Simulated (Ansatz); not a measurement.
Cell and atoms are relaxed with the symmetry kept. Start:

```cif
data_structure
_symmetry_space_group_name_H-M 'P 1'
_symmetry_Int_Tables_number 1
_cell_length_a 10.4810
_cell_length_b 3.6460
_cell_length_c 4.2990
_cell_angle_alpha 90.000
_cell_angle_beta 90.000
_cell_angle_gamma 90.000
_cell_volume 164.28
loop_
_atom_site_label
_atom_site_type_symbol
_atom_site_fract_x
_atom_site_fract_y
_atom_site_fract_z
_atom_site_occupancy
Ge1 Ge 0.12210 0.25000 0.12770 1
Ge2 Ge 0.37790 0.75000 0.62770 1
Ge3 Ge 0.62210 0.25000 0.37230 1
Ge4 Ge 0.87790 0.75000 0.87230 1
S1 S 0.84950 0.25000 0.50230 1
S2 S 0.65050 0.75000 0.00230 1
S3 S 0.34950 0.25000 0.99770 1
S4 S 0.15050 0.75000 0.49770 1
```

Computed with Ansatz, DFT r2SCAN, scalar-relativistic, plane waves, PAW.

Cutoff 500 eV; k points 4×8×6 on the computed 8-atom cell (Γ-centred); Gaussian smearing, width 0.02 eV; no spin polarisation.

**Question.** What does it relax to?

**Answer.** The volume goes up by 1.56 Å³/atom to 22.10 Å³/atom, and the energy falls by 9.8 meV/atom. Final structure:
```xyz
8
Lattice="10.8352 0.0000 0.0000 0.0000 3.5907 0.0000 0.0000 0.0000 4.5439" Properties=species:S:1:pos:R:3 pbc="T T T"
Ge    1.3905    0.8977    0.6155
Ge    4.0271    2.6930    2.8875
Ge    6.8081    0.8977    1.6564
Ge    9.4447    2.6930    3.9284
S     9.1523    0.8977    2.3315
S     7.1005    2.6930    0.0595
S     3.7347    0.8977    4.4844
S     1.6829    2.6930    2.2125
```